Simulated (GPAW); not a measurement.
Input of a GPAW 26.7.0 run:

Contents of run.py:

```python
from ase import Atoms
from ase.dft.bandgap import bandgap
from ase.io import write
from ase.units import GPa
from gpaw import GPAW, PW

atoms = Atoms(['Te', 'Sn'],
              cell=[[0.0, 3.15085, 3.15085],
                    [3.15085, 0.0, 3.15085],
                    [3.15085, 3.15085, 0.0]],
              scaled_positions=[[0.5, 0.5, 0.5],
                                [0.0, 0.0, 0.0]],
              pbc=True)

calc = GPAW(mode=PW(500),
            xc='PBE',
            kpts={'size': (6, 6, 6), 'gamma': True},
            occupations={'name': 'fermi-dirac', 'width': 0.05},
            setups={'Te': '16'},
            nbands=-9,
            convergence={'density': 1e-05, 'energy': 1e-05},
            maxiter=80,
            txt='gpaw.txt')
atoms.calc = calc
energy = atoms.get_potential_energy()
forces = atoms.get_forces()
stress = atoms.get_stress()
calc.write('gs.gpw')
write('result.traj', atoms)
print(f'Energy: {energy:.6f} eV')
print('Forces (eV/A):')
print(forces.round(4))
print('Stress (GPa):', (stress / GPa).round(3))
print('Fermi level:', round(calc.get_fermi_level(), 4), 'eV')
print(f'Gap: {bandgap(calc)[0]:.4f} eV, direct: {bandgap(calc, direct=True)[0]:.4f} eV')
```

Potentials or basis: GPAW PAW data sets (gpaw-data 1.2.1), other valence, pw.

Command:

```bash
$ OMP_NUM_THREADS=1 python run.py
```

Q: Estimate the pressure.

A: 1.2 GPa.

Q: Estimate the band gap on the k mesh.

A: 0.16 eV, direct.

Caveat: the cutoff is short for stress and forces, so pressures can be off by a GPa or more; spin-orbit coupling is left out, which moves the levels of the heavy elements.

**Experimental background.**

A printed reference work, textbook reports, for a bulk crystal of SnTe at 300 K: band gap 0.18 eV (direct).

Against the measured gap of SnTe, 0.18 eV (direct; 300 K; a printed reference work, textbook), the calculated 0.16 eV is off by -0.02 eV. Spin-orbit coupling on Sn, Te is left out. The value is that of PBE on a finite k mesh, which can miss the band edges, without temperature or zero-point motion. Semilocal functionals fall short of measured gaps as a rule.
